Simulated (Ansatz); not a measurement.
# ZrB2 (P6/mmm) in Ansatz: further runs

Runs on ZrB2. Level: LDA. Tasks: band structure, single point, equation of state.

Everything below comes from runs of Ansatz 0.2.0. Logs are shortened: lines on timing, memory, paths and dates and some standing lists are left out, and cuts for length are marked.

## (1) The crystal as given

The structure is hexagonal, space group P6/mmm (No. 191). The conventional cell has a = 3.170 Å, b = 3.170 Å, c = 3.533 Å, α = 90.00°, β = 90.00°, γ = 120.00°. Around Zr (site symmetry 6/mmm) lie 12 B at 2.54 Å. B (site symmetry -6m2) is surrounded by 3 B at 1.83 Å.

## (2) Band structure, LDA

The input, input.yaml:

```yaml
crystal:
  lattice:
    - [3.17, 0.0, 0.0]
    - [-1.585, 2.74530053, 0.0]
    - [0.0, 0.0, 3.533]
  atoms:
    - { symbol: Zr, position: [0.0, 0.0, 0.0] }
    - { symbol: B, position: [0.6666666667, 0.3333333333, 0.5] }
    - { symbol: B, position: [0.3333333333, 0.6666666667, 0.5] }
hamiltonian:
  xc: lda
  pseudopotentials: { kind: paw }
kpoints:
  mp_grid: { grid: [10, 10, 8] }
  band_path:
    path:
      - [[0.0, 0.0, 0.0], [0.5, 0.0, 0.0], [0.3333333333, 0.3333333333, 0.0], [0.0, 0.0, 0.0], [0.0, 0.0, 0.5], [0.5, 0.0, 0.5], [0.3333333333, 0.3333333333, 0.5], [0.0, 0.0, 0.5]]
      - [[0.5, 0.0, 0.5], [0.5, 0.0, 0.0]]
      - [[0.3333333333, 0.3333333333, 0.0], [0.3333333333, 0.3333333333, 0.5]]
    npoints: 14
scf:
  occupations: { method: fermi_dirac, width: 0.05 }
  n_extra_bands: 7
output:
  forces: true
  stress: true
  eigenvalues: true
  fatbands: true
```

Potentials or basis: Ansatz PAW.

Launch:

```sh
ansatz run input.yaml --threads 2 --pin off --max-ram 5632MiB --backend cpu --events-out ev --progress --plain --runs-dir out
```

The log of the run:

```text
Warning: RAYON_NUM_THREADS=2 ignored (pool sized by the plan → 2); use --threads N
scf.n_extra_bands = 7 over 9 filled bands (N_el = 18.0): the run solves 16 bands
Engine: ansatz 0.2.0, aarch64-unknown-linux-gnu
Pseudopotentials: kind: paw
Pseudopotential: Zr, paw, valence charge 12, recommended cutoff 420 eV (normal), Zr.paw.azcp
Pseudopotential: B, paw, valence charge 3, recommended cutoff 420 eV (normal), B.paw.azcp
Functional definition: SPW92
  exchange = slater_x
  correlation = pw_c
Crystal: 3 atoms, lattice volume = 30.746 Å³
Basis set: ecut = 420 eV, 575 PW (Γ)
Bands: 16, of which v1, the nominal top of the filled ones, is band 9 counted from 1 (8 counted from 0)
Symmetry: 24 space group operations
Space group: P6/mmm (ITA 191), of the structure as read, at distance tolerance 3.1e-5 Å
k-points: 70 of 800
Non-local potential: Zr, projectors of the file, l = 0: 3, l = 1: 2, l = 2: 2, l = 3: 2
Non-local potential: B, projectors of the file, l = 0: 2, l = 1: 2, l = 2: 1
PAW form: soft (Blöchl's): semilocal exchange-correlation on the pseudo side does not see the compensation charge
PAW frozen core: Zr, regenerated for the run's functional, and the local potential with it (the file was generated under x = pbe(κ = 0.804, μ = 0.2195149727645171), c = pbe(β = 0.06672455060314922))
PAW frozen core: B, regenerated for the run's functional, and the local potential with it (the file was generated under x = pbe(κ = 0.804, μ = 0.2195149727645171), c = pbe(β = 0.06672455060314922))
PAW one-centre angular grid: Zr, 590 points (default); XC on 64 Gauss nodes
PAW one-centre angular grid: B, 110 points (default); XC on 64 Gauss nodes
Initial density: superposition of atomic densities (neutral atoms: chi_scale 0, normalization atom), corrected by the library's trained network
Initial wavefunctions: pseudopotential atomic-orbital guess
Functional: x = slater, c = lda
SCF iter   1: F=—  HF=-4380.242737 eV  |F-HF|=—  |Δ(HF+E_count)|=         —  Δρ=5.14e-3  dr2=5.39e-3  ethr=1.77e-3  ⟨swp⟩=5.3  Hψ=5459  notcnv=0  defer=13
preconditioner: auto → none  [insulator: Δε(μ)=0.192 eV  Ē_g=10.717 eV  σ=0.050 eV  W_gap=0.64  n_scr=8 (ndim 8)  ℏωp=21.2 eV  f_vac=0.000  D(μ)=0.34/eV (n_scr^D=0)  ε∞_Penn≈4.9]
SCF iter   2: F=—  HF=-4380.241618 eV  |F-HF|=—  |Δ(HF+E_count)|=   1.12e-3  Δρ=2.47e-3  dr2=1.21e-3  ethr=2.99e-5  ⟨swp⟩=1.0  Hψ=1680  notcnv=0  defer=52
SCF iter   3: F=—  HF=-4380.241393 eV  |F-HF|=—  |Δ(HF+E_count)|=   2.25e-4  Δρ=2.37e-4  dr2=8.18e-6  ethr=6.70e-6  ⟨swp⟩=2.8  Hψ=1563  notcnv=0  defer=52
SCF iter   4: F=—  HF=-4380.241390 eV  |F-HF|=—  |Δ(HF+E_count)|=   2.07e-6  Δρ=5.22e-5  dr2=9.18e-7  ethr=4.54e-8  ⟨swp⟩=2.0  Hψ=1619  notcnv=0  defer=52
iter 5 did not close the SCF: its close was put off for the readings that it lacked (scf_convergence_deferred on its scf_iter line)
SCF iter   5: F=-4380.241390 eV  HF=-4380.241390 eV  |F-HF|=3.17e-8  |Δ(HF+E_count)|=   3.48e-7  Δρ=1.34e-5  dr2=4.05e-8  ethr=5.10e-9  ⟨swp⟩=2.2  Hψ=1591  notcnv=0  defer=52
SCF iter   6: F=-4380.241390 eV  HF=-4380.241390 eV  |F-HF|=4.20e-10  |Δ(HF+E_count)|=   1.76e-8  Δρ=1.25e-6  dr2=5.94e-10  ethr=2.25e-10  ⟨swp⟩=5.2  Hψ=4444  notcnv=0
SCF 1 converged in 6 iterations: F = -4380.241390 eV  dr2 = 5.94e-10
NSCF: frozen V_eff on 129 k-points
SCF converged after 6 iterations
Free energy (F): -4380.241390 eV
Harris-Foulkes:  -4380.241390 eV  (|F-HF|=4.20e-10)
Internal energy: -4380.238565 eV  (E = F + TS)
E sigma→0 (E₀):  -4380.239977 eV
Entropy (-TS):   -0.002826 eV (-0.942 meV/atom)
Fermi energy:    15.429957 eV
--- Per-component energies (eV) ---
  E_band       = -28.712507
  E_kinetic    = 435.808190
  E_local      = -563.062945  (includes V_loc(G=0)·N_el)
  E_nonlocal   = 105.832470
  E_hartree    = 176.469703
  E_xc         = -227.515102
  E_vxc        = -270.776047  (∫ρ·V_xc dr)
  E_paw        = -2994.048342  (= ΣΔE_a)
  E_vpaw       = -89.453433  (= ΣTr[D̂ρ^β])
  E_aug_tail   = 0.000012  (compensation charges beyond the density's cutoff)
  E_ewald      = -1314.184620
  E_core_change = 0.462069  (= ΣΔE_core)
  E_smearing   = -0.002826  (= −TS)
  E_closure    = 0.000000  (closes the sum)
  Σ components = -4380.241390   (vs F -4380.241390, Δ=0.00e0)
--- Forces (eV/Å), atoms counted from 1 ---
  atom   1  Zr    -0.00000000     0.00000000     0.00000000
  atom   2  B      0.00000000     0.00000000     0.00000000
  atom   3  B      0.00000000     0.00000000     0.00000000
  max |Σ_I F_I| component: 1.11e-16 eV/Å
--- Stress (GPa, compression-positive) ---
       -9.071145      -0.000000       0.000000
        0.000000      -9.071145       0.000000
        0.000000       0.000000      -8.187722
  P = ⅓ Tr σ = -8.7767 GPa (-87.767 kbar)
--- Band table (eV; the first three rows and the last of 70) ---
  k-point 0: bands = ["-32.9699", "-11.2079", "-10.6506", "-10.6506", "2.9519", "12.9039", "12.9039", "12.9322", "13.2263", "18.8964", "18.8964", "19.6670", "19.6670", "20.5273", "20.6845", "20.6845"]
  k-point 1: bands = ["-32.9670", "-11.2635", "-10.6468", "-10.6468", "3.1830", "11.7419", "13.0503", "13.0503", "14.3451", "17.9398", "17.9398", "19.2071", "19.2071", "20.5317", "21.9849", "21.9849"]
  k-point 2: bands = ["-32.9601", "-11.3944", "-10.6376", "-10.6376", "3.8052", "10.3758", "13.4763", "13.4763", "15.5930", "16.8140", "16.8140", "18.1309", "18.1309", "20.5428", "23.0657", "24.0792"]
  k-point 69: bands = ["-32.8214", "-11.3363", "-11.3022", "-11.1624", "6.4662", "7.4092", "10.6767", "12.7935", "12.8568", "19.5006", "21.2708", "21.5964", "21.7712", "22.5040", "22.5693", "24.4702"]
```

Run time: 2 s. Hardware: 2 threads of Arm Neoverse V2, shared host; peak memory 0.31 GiB.

Results:

| Item | Value |
| --- | --- |
| Free energy | -4380.2414 eV |
| Pressure | -8.8 GPa |
| Band gap on the k mesh | none (metal or under the smearing width) |

Levels at the corners of the path, in eV from the Fermi level:
| point | band 5 | band 6 | band 7 | band 8 | band 9 | band 10 | band 11 | band 12 | band 13 | band 14 |
| --- | --- | --- | --- | --- | --- | --- | --- | --- | --- | --- |
| Γ | -12.48 | -2.53 | -2.53 | -2.50 | -2.20 | 3.47 | 3.47 | 4.24 | 4.24 | 5.10 |
| M | -8.78 | -8.24 | -3.79 | -2.93 | -2.58 | 2.34 | 2.38 | 5.00 | 5.09 | 6.65 |
| K | -7.53 | -7.53 | -6.79 | -2.35 | -2.35 | 1.65 | 1.65 | 3.22 | 8.57 | 8.57 |
| Γ | -12.48 | -2.53 | -2.53 | -2.50 | -2.20 | 3.47 | 3.47 | 4.24 | 4.24 | 5.10 |
| A | -10.41 | -6.84 | -0.86 | -0.86 | 0.42 | 0.42 | 0.85 | 0.85 | 1.89 | 5.13 |
| L | -9.69 | -6.78 | -4.50 | -4.02 | -1.85 | 3.80 | 4.27 | 5.38 | 6.34 | 6.54 |
| H | -8.53 | -8.53 | -4.78 | -2.55 | -2.55 | 4.15 | 6.14 | 6.14 | 6.64 | 6.64 |
| A | -10.41 | -6.84 | -0.86 | -0.86 | 0.42 | 0.42 | 0.85 | 0.85 | 1.89 | 5.13 |
| L | -9.69 | -6.78 | -4.50 | -4.02 | -1.85 | 3.80 | 4.27 | 5.38 | 6.34 | 6.54 |
| M | -8.78 | -8.24 | -3.79 | -2.93 | -2.58 | 2.34 | 2.38 | 5.00 | 5.09 | 6.65 |
| K | -7.53 | -7.53 | -6.79 | -2.35 | -2.35 | 1.65 | 1.65 | 3.22 | 8.57 | 8.57 |
| H | -8.53 | -8.53 | -4.78 | -2.55 | -2.55 | 4.15 | 6.14 | 6.14 | 6.64 | 6.64 |

Caveat: the PAW data sets come from PBE, with cores solved anew for the run's functional, which leaves a small shift of forces and pressure.

## (3) Single point, LDA, 9.63 Å³/atom (volume scaled by 0.94)

The input, input.yaml:

```yaml
crystal:
  lattice:
    - [3.1052879646, 0.0, 0.0]
    - [-1.5526439823, 2.6892582634, 0.0]
    - [0.0, 0.0, 3.4608777221]
  atoms:
    - { symbol: Zr, position: [0.0, 0.0, 0.0] }
    - { symbol: B, position: [0.6666666667, 0.3333333333, 0.5] }
    - { symbol: B, position: [0.3333333333, 0.6666666667, 0.5] }
hamiltonian:
  xc: lda
  pseudopotentials: { kind: paw }
kpoints:
  mp_grid: { grid: [10, 10, 8] }
scf:
  occupations: { method: fermi_dirac, width: 0.05 }
output:
  forces: true
  stress: true
  eigenvalues: true
```

Potentials or basis: Ansatz PAW.

Launch:

```sh
ansatz run input.yaml --threads 2 --pin off --max-ram 5632MiB --backend cpu --events-out ev --progress --plain --runs-dir out
```

Run time: 0.87 s. Hardware: 2 threads of Arm Neoverse V2, shared host; peak memory 0.3 GiB.

It converged, with:

```yaml
Free_energy: -4380.2557 eV
Pressure: 7.1 GPa
Band_gap_on_the_k_mesh: none (metal or under the smearing width)
```

Caveat: the PAW data sets come from PBE, with cores solved anew for the run's functional, which leaves a small shift of forces and pressure.

## (4) Single point, LDA, 9.84 Å³/atom (volume scaled by 0.96)

input.yaml, as its differences from that of step 3:

```diff
@@ -2,5 +2,5 @@
   lattice:
-    - [3.1052879646, 0.0, 0.0]
-    - [-1.5526439823, 2.6892582634, 0.0]
-    - [0.0, 0.0, 3.4608777221]
+    - [3.1271569103, 0.0, 0.0]
+    - [-1.5635784551, 2.7081973259, 0.0]
+    - [0.0, 0.0, 3.4852509034]
   atoms:
```

Launch:

```sh
ansatz run input.yaml --threads 2 --pin off --max-ram 5632MiB --backend cpu --events-out ev --progress --plain --runs-dir out
```

Wall time 0.86 s (2 threads of Arm Neoverse V2, shared host); peak memory 0.31 GiB.

It converged, with:

- Free energy: -4380.2716 eV
- Pressure: 1.3 GPa
- Band gap on the k mesh: none (metal or under the smearing width)

Caveat: the PAW data sets come from PBE, with cores solved anew for the run's functional, which leaves a small shift of forces and pressure.

## (5) Single point, LDA, 10.04 Å³/atom (volume scaled by 0.98)

input.yaml, as its differences from that of step 4:

```diff
@@ -2,5 +2,5 @@
   lattice:
-    - [3.1271569103, 0.0, 0.0]
-    - [-1.5635784551, 2.7081973259, 0.0]
-    - [0.0, 0.0, 3.4852509034]
+    - [3.1487241912, 0.0, 0.0]
+    - [-1.5743620956, 2.7268751391, 0.0]
+    - [0.0, 0.0, 3.5092878761]
   atoms:
```

Launch:

```sh
ansatz run input.yaml --threads 2 --pin off --max-ram 5632MiB --backend cpu --events-out ev --progress --plain --runs-dir out
```

Wall time 0.86 s (2 threads of Arm Neoverse V2, shared host); peak memory 0.31 GiB.

The run converged. Its results:

| Quantity | Value |
| --- | --- |
| Free energy | -4380.2661 eV |
| Pressure | -4.0 GPa |
| Band gap on the k mesh | none (metal or under the smearing width) |

Caveat: the PAW data sets come from PBE, with cores solved anew for the run's functional, which leaves a small shift of forces and pressure.

## (6) Single point, LDA, 10.25 Å³/atom

input.yaml, as its differences from that of step 5:

```diff
@@ -2,5 +2,5 @@
   lattice:
-    - [3.1487241912, 0.0, 0.0]
-    - [-1.5743620956, 2.7268751391, 0.0]
-    - [0.0, 0.0, 3.5092878761]
+    - [3.17, 0.0, 0.0]
+    - [-1.585, 2.74530053, 0.0]
+    - [0.0, 0.0, 3.533]
   atoms:
```

Potentials or basis: Ansatz PAW.

Launch:

```sh
ansatz run input.yaml --threads 2 --pin off --max-ram 5632MiB --backend cpu --events-out ev --progress --plain --runs-dir out
```

Wall time 0.87 s (2 threads of Arm Neoverse V2, shared host); peak memory 0.31 GiB.

The run converged. Its results:

```yaml
Free_energy: -4380.2414 eV
Pressure: -8.8 GPa
Band_gap_on_the_k_mesh: none (metal or under the smearing width)
```

Caveat: the PAW data sets come from PBE, with cores solved anew for the run's functional, which leaves a small shift of forces and pressure.

## (7) Single point, LDA, 10.45 Å³/atom (volume scaled by 1.02)

input.yaml, as its differences from that of step 6:

```diff
@@ -2,5 +2,5 @@
   lattice:
-    - [3.17, 0.0, 0.0]
-    - [-1.585, 2.74530053, 0.0]
-    - [0.0, 0.0, 3.533]
+    - [3.1909939893, 0.0, 0.0]
+    - [-1.5954969947, 2.7634818581, 0.0]
+    - [0.0, 0.0, 3.5563980329]
   atoms:
@@ -20 +20,5 @@
   eigenvalues: true
+  write_density: true
+  write_potential: true
+  elf: true
+  volumetric_format: npy
```

Launch:

```sh
ansatz run input.yaml --threads 2 --pin off --max-ram 5632MiB --backend cpu --events-out ev --progress --plain --runs-dir out
```

Run time: 1.1 s. Hardware: 2 threads of Arm Neoverse V2, shared host; peak memory 0.31 GiB.

It converged, with:

* Free energy: -4380.1994 eV
* Pressure: -13.1 GPa
* Band gap on the k mesh: none (metal or under the smearing width)

Caveat: the PAW data sets come from PBE, with cores solved anew for the run's functional, which leaves a small shift of forces and pressure.

## (8) Single point, LDA, 10.66 Å³/atom (volume scaled by 1.04)

input.yaml, as its differences from that of step 7:

```diff
@@ -2,5 +2,5 @@
   lattice:
-    - [3.1909939893, 0.0, 0.0]
-    - [-1.5954969947, 2.7634818581, 0.0]
-    - [0.0, 0.0, 3.5563980329]
+    - [3.2117153101, 0.0, 0.0]
+    - [-1.6058576551, 2.7814270483, 0.0]
+    - [0.0, 0.0, 3.5794921737]
   atoms:
@@ -20,5 +20 @@
   eigenvalues: true
-  write_density: true
-  write_potential: true
-  elf: true
-  volumetric_format: npy
```

Launch:

```sh
ansatz run input.yaml --threads 2 --pin off --max-ram 5632MiB --backend cpu --events-out ev --progress --plain --runs-dir out
```

It took 0.87 s on 2 threads of Arm Neoverse V2, shared host; peak memory 0.31 GiB.

Results (log left out):

```yaml
Free_energy: -4380.1415 eV
Pressure: -17.0 GPa
Band_gap_on_the_k_mesh: none (metal or under the smearing width)
```

Caveat: the PAW data sets come from PBE, with cores solved anew for the run's functional, which leaves a small shift of forces and pressure.

## (9) Single point, LDA, 10.86 Å³/atom (volume scaled by 1.06)

input.yaml, as its differences from that of step 8:

```diff
@@ -2,5 +2,5 @@
   lattice:
-    - [3.2117153101, 0.0, 0.0]
-    - [-1.6058576551, 2.7814270483, 0.0]
-    - [0.0, 0.0, 3.5794921737]
+    - [3.2321726471, 0.0, 0.0]
+    - [-1.6160863235, 2.7991436218, 0.0]
+    - [0.0, 0.0, 3.6022921016]
   atoms:
```

Potentials or basis: Ansatz PAW.

Launch:

```sh
ansatz run input.yaml --threads 2 --pin off --max-ram 5632MiB --backend cpu --events-out ev --progress --plain --runs-dir out
```

It took 0.91 s on 2 threads of Arm Neoverse V2, shared host; peak memory 0.31 GiB.

It converged, with:

```
Free energy            : -4380.0695 eV
Pressure               : -20.5 GPa
Band gap on the k mesh : none (metal or under the smearing width)
```

Caveat: the PAW data sets come from PBE, with cores solved anew for the run's functional, which leaves a small shift of forces and pressure.

## (10) Equation of state, LDA

No new run: the results of the series are fitted here.

Results:

| Item | Value |
| --- | --- |
| Equilibrium volume | 9.89 Å³/atom |
| Bulk modulus at fixed shape and positions | 261 GPa |
| Pressure derivative of the bulk modulus | 3.9 |

Energy against volume, from the lowest point:
```csv
volume (Å³/atom),energy (meV/atom)
9.634,5.29
9.839,0.00
10.044,1.81
10.249,10.06
10.454,24.08
10.659,43.34
10.864,67.36
```

Caveat: the cell was scaled at fixed shape and fractional positions, which overstates the stiffness of a crystal with free parameters, most of all of layers and chains.
